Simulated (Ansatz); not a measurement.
**Structure optimisation: selenium, trigonal (grey) selenium**

All numbers below come from DFT, PBE, plane waves (420 eV) with PAW, scalar-relativistic in Ansatz 0.2.0.

k-point mesh 5×5×4, Fermi-Dirac smearing 0.05 eV, no spin polarisation. Cell and atoms relax.

Starting structure:

```
Se
1.0
     4.36620    0.00000    0.00000
    -2.18310    3.78124    0.00000
     0.00000    0.00000    4.95360
Se
3
Cartesian
  0.9841 0.0000 1.6512
  -0.4921 0.8523 3.3024
  1.6910 2.9289 0.0000
```

Problem. What cell does the relaxation end in?

Solution. P3_121 with a = 4.520 Å, c = 5.045 Å (c/a = 1.116); 29.76 Å³ per atom against 27.26 at the start (9.2 %).

Problem. How much energy does the relaxation gain?

Solution. 12.7 meV per atom.
